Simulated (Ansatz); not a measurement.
I:

```xyz
1
Lattice="0.0000 2.3656 3.9098 2.1922 0.0000 3.9098 2.1922 2.3656 0.0000" Properties=species:S:1:pos:R:3 pbc="T T T"
I     0.0000    0.0000    0.0000
```

Base run:

```yaml
Program: Ansatz 0.2.0
Functional: PBEsol
Potentials_or_basis: all-electron LAPW, non-relativistic
Cutoff: 160 eV (chosen from the basis error)
Basis_error_allowed: 0.001 eV/atom
k_mesh: 9 × 9 × 9
Occupations: fermi-dirac, width 0.05 eV
Spin: no spin polarisation
```

Its results: pressure -0.7 GPa.

Q: The run is repeated on the same cell with these changes: potentials or basis from all-electron LAPW, non-relativistic to all-electron LAPW, scalar-relativistic. What comes out?

A: Pressure -1.4 GPa.

Caveats: an odd number of electrons without spin polarisation forces a metal; a magnetic or distorted state may lie lower; relativity is left out, which matters for the heavier elements (some runs).
